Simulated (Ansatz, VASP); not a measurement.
# Mg in VASP and in Ansatz

File INCAR:

```
SYSTEM = Mg
PREC = Accurate
ENCUT = 520
EDIFF = 1E-6
ISMEAR = -1
SIGMA = 0.05
LREAL = .FALSE.
LASPH = .TRUE.
NELM = 100
ALGO = Normal
ISIF = 2
LWAVE = .FALSE.
LCHARG = .FALSE.
GGA = CA
NBANDS = 7
```

Contents of KPOINTS:

```
regular mesh
0
G
  15 15 15
  0 0 0
```

Contents of POSCAR:

```
Mg
1.0
    2.6273803708      0.0000000000      0.0000000000
    0.0000000000      2.6273803708      0.0000000000
    0.0000000000      0.0000000000      2.6273803708
Mg
1
Direct
    0.0000000000      0.0000000000      0.0000000000
```

Input for Ansatz:

```yaml
crystal:
  lattice:
    - [2.6273803708, 0.0, 0.0]
    - [0.0, 2.6273803708, 0.0]
    - [0.0, 0.0, 2.6273803708]
  atoms:
    - { symbol: Mg, position: [0.0, 0.0, 0.0] }
kpoints:
  mp_grid: { grid: [15, 15, 15] }
scf:
  occupations: { method: fermi_dirac, width: 0.05 }
hamiltonian:
  xc: lda
  pseudopotentials: { kind: all_electron, lapw: { basis_error: 0.001 } }
output:
  forces: true
  stress: true
  eigenvalues: true
  populations: true
```

Change from the starting cell: volume scaled by 0.7, LAPW.

Alike in both runs: task single point; functional LDA; k mesh 15 × 15 × 15; occupations fermi-dirac, width 0.05 eV; no spin polarisation.

|  | VASP | Ansatz |
| --- | --- | --- |
| version | VASP 6.6.1 | Ansatz 0.2.0 |
| potentials or method | VASP PAW LDA potentials, release 64 (Mg) | all-electron LAPW, scalar-relativistic |
| plane-wave cutoff (eV) | 520 | see its input |

Ansatz gave:

```
pressure (GPa) : 17.9
```

Question: What did VASP give for the same quantities?

Answer: Pressure (GPa): 17.7.

Ansatz ran all-electron here, so the differences hold the error of VASP's frozen core and of both bases.

Caveats: so large a pressure means that the cell lies far from this level's equilibrium, or that cutoff or potentials fall short (VASP).
